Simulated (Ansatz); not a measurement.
Relaxed bulk GaAs:

```
CELL_PARAMETERS angstrom
0.00000 2.87269 2.87269
2.87269 0.00000 2.87269
2.87269 2.87269 0.00000
ATOMIC_POSITIONS crystal
Ga 0.00000 0.00000 0.00000
As 0.75000 0.75000 0.75000
```

Miller indices refer to the conventional cell of F-43m (No. 216), a = 5.745 Å, b = 5.745 Å, c = 5.745 Å, α = 90.00°, β = 90.00°, γ = 90.00°. The bulk's gap is 0.16 eV.

The (100) slab of 9 planes, 11.5 Å thick with 15 Å of vacuum as cut; outer planes As (top) and As (bottom).

These are results of Ansatz, DFT PBE, scalar-relativistic, plane waves, PAW, not measurements. Cutoff 420 eV; k points 9×9×1 on the computed 9-atom cell (Γ-centred); Gaussian smearing, width 0.05 eV; no spin polarisation. The cell repeats along c with a dipole correction in the vacuum.

The slab isn't stoichiometric (Ga4As5), so its surface energy depends on the chemical potentials; it is given with the excess atoms taken from the element's standard state, a limit at which the compound may itself be unstable, so the figure can be too low.

With the atoms at the bulk's places:

```yaml
Surface_energy_with_the_excess_atoms_taken_from_the_elements: 1.41 J/m²
Gap_of_the_slab_on_the_mesh: none (metal or semimetal)
Work_function: 5.77 eV
```

Q: What changes when all atoms relax within this surface cell and its symmetry?

A: The energy falls by 0.008 J/m² a face, and the largest move is 0.02 Å.

```
Surface energy with the excess atoms taken from the elements : 1.40 J/m²
Gap of the slab on the mesh                                  : none (metal or semimetal)
Work function                                                : 5.74 eV
```

```csv
plane (bottom to top),atoms,"spacing to next, bulk (Å)",relaxed (Å),change (%)
1,As,1.436,1.394,-2.9
2,Ga,1.436,1.479,+2.9
3,As,1.436,1.410,-1.8
4,Ga,1.436,1.445,+0.6
5,As,1.436,1.445,+0.6
6,Ga,1.436,1.410,-1.8
7,As,1.436,1.479,+2.9
8,Ga,1.436,1.394,-2.9
9,As,,,
```

Gaps are read on the k points sampled, so a band crossing between them can be missed.